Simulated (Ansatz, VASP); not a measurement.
**One calculation of WS2, two programs**

The input INCAR:

```
SYSTEM = WS2
  PREC = Accurate
  ENCUT = 520
  EDIFF = 1E-7
  ISMEAR = -1
  SIGMA = 0.05
  LREAL = .FALSE.
  LASPH = .TRUE.
  NELM = 60
  ALGO = Normal
  ISIF = 2
  LWAVE = .FALSE.
  LCHARG = .FALSE.
  GGA = PS
  NBANDS = 20
```

File KPOINTS:

```
regular mesh
0
G
  10 10 10
  0 0 0
```

File POSCAR:

```
WS2
1.0
    1.5467664657      0.8930260354      6.0375157167
   -1.5467664657      0.8930260354      6.0375157167
    0.0000000000     -1.7860520706      6.0375157167
W S
1 2
Direct
    0.0000000000      0.0000000000      0.0000000000
    0.5810000000      0.5810000000      0.5810000000
    0.7503000000      0.7503000000      0.7503000000
```

The input input.yaml:

```yaml
crystal:
  lattice:
    - [1.5467664657, 0.8930260354, 6.0375157167]
    - [-1.5467664657, 0.8930260354, 6.0375157167]
    - [0.0, -1.7860520706, 6.0375157167]
  atoms:
    - { symbol: W, position: [0.0, 0.0, 0.0] }
    - { symbol: S, position: [0.581, 0.581, 0.581] }
    - { symbol: S, position: [0.7503, 0.7503, 0.7503] }
hamiltonian:
  xc: pbesol
  pseudopotentials: { kind: paw }
kpoints:
  mp_grid: { grid: [10, 10, 10] }
scf:
  occupations: { method: fermi_dirac, width: 0.05 }
output:
  forces: true
  stress: true
  eigenvalues: true
  write_density: true
  write_potential: true
  elf: true
  volumetric_format: npy
```

Change from the starting cell: volume scaled by 0.94.

Alike in both runs: task single point; functional PBEsol; k mesh 10 × 10 × 10; occupations fermi-dirac, width 0.05 eV; no spin polarisation.

|  | VASP | Ansatz |
| --- | --- | --- |
| version | VASP 6.6.1 | Ansatz 0.2.0 |
| potentials or method | VASP PAW PBE potentials, release 64 (W_sv, S) | Ansatz PAW |
| plane-wave cutoff (eV) | 520 | 420 |
| valence electrons in the cell | 26 | 26 |

```tsv
	VASP	Ansatz	Ansatz less VASP
gap on the k mesh at the Fermi level (eV)	0.96	0.94	-0.021
least direct gap on the mesh (eV)	2.39	2.37	-0.019
pressure (GPa)	11.4	11.2	-0.16
largest component of the traceless stress (GPa)	1.43	1.41	-0.018
rms of the force components (eV/Å)	0.613	0.602	-0.0101
```

Atom by atom the forces differ by 0.011 eV/Å (rms over components). With one functional, cell and mesh, what is left measures potentials, basis and numerics.

Caveats: spin-orbit coupling is left out, which moves the levels of the heavy elements; the PAW data sets were made with another functional, which shifts forces and pressure a little (VASP); the PAW data sets come from PBE, with cores solved anew for the run's functional, which leaves a small shift of forces and pressure (Ansatz); forces of over 1 eV/Å show positions far from the minimum, so gaps and moduli don't describe the material at rest (Ansatz). A k mesh can miss the band edges.
